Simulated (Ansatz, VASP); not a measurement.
Two plane-wave programs on SnO2 (Cassiterite)

```
Sn O
1.0
     4.73800    0.00000    0.00000
     0.00000    4.73800    0.00000
     0.00000    0.00000    3.18650
Sn O
2 4
Direct
  0.50000 0.50000 0.50000
  0.00000 0.00000 0.00000
  0.80710 0.19290 0.50000
  0.69290 0.69290 0.00000
  0.19290 0.80710 0.50000
  0.30710 0.30710 0.00000
```

Alike in both runs: task band structure; functional PBE; k mesh 6 × 6 × 8; occupations fermi-dirac, width 0.05 eV; no spin polarisation.

|  | VASP | Ansatz |
| --- | --- | --- |
| version | VASP 6.6.1 | Ansatz 0.2.0 |
| potentials or method | VASP PAW PBE potentials, release 64 (Sn, O) | Ansatz PAW |
| plane-wave cutoff (eV) | 500 | 420 |
| valence electrons in the cell | 32 | 52 |

Ansatz gave:

```
gap on the k mesh at the Fermi level (eV)       : 1.28
least direct gap on the mesh (eV)               : 1.28
gap along the band path (eV)                    : 1.28
pressure (GPa)                                  : 11.1
largest component of the traceless stress (GPa) : 1.97
rms of the force components (eV/Å)              : 0.130
```

Task: Estimate VASP's values.

Result: gap on the k mesh at the Fermi level (eV): 1.26; least direct gap on the mesh (eV): 1.26; gap along the band path (eV): 1.26; pressure (GPa): 11.7; largest component of the traceless stress (GPa): 2.06; rms of the force components (eV/Å): 0.138.

Atom by atom the forces differ by 0.008 eV/Å (rms over components). The two sets of potentials don't hold the same shells in valence.

Caveats: spin-orbit coupling is left out, which moves the levels of the heavy elements; the pressure holds a Pulay correction of +0.8 GPa for the finite cutoff (Ansatz).
